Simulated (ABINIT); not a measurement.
V in ABINIT: the effect of target pressure

Crystal: V.

```
CELL_PARAMETERS angstrom
-1.51435 1.51435 1.51435
1.51435 -1.51435 1.51435
1.51435 1.51435 -1.51435
ATOMIC_POSITIONS crystal
V 0.00000 0.00000 0.00000
```

Alike in all runs:

- Program: ABINIT 10.8.3 (patched build)
- Task: relaxation of cell and atoms
- Functional: PBE
- Potentials or basis: JTH PAW PBE v2.0
- Cutoff: 408 eV
- k mesh: 12 × 12 × 12
- Occupations: fermi-dirac, width 0.05 eV
- Spin: collinear spin, ferromagnetic start
- Starting moments: [2.0] μB

Each run relaxes the cell or the atoms first.

| target pressure | relaxed volume (Å³/atom) |
| --- | --- |
| 0 GPa | 13.50 |
| 5 GPa | 13.15 |
| 10 GPa | ? |
| 20 GPa | 12.29 |
| 30 GPa | 11.83 |

Question: What does the run with target pressure 10 GPa give?

Answer: Relaxed volume 12.83 Å³/atom.

Worked out: In Murnaghan's law V^(-B') rises as a straight line in P. The other rows fit best with B' = 3.2, V0 = 13.50 Å³/atom and B0 = 183 GPa, which gives 12.84 Å³/atom at 10 GPa, against the run's 12.83.
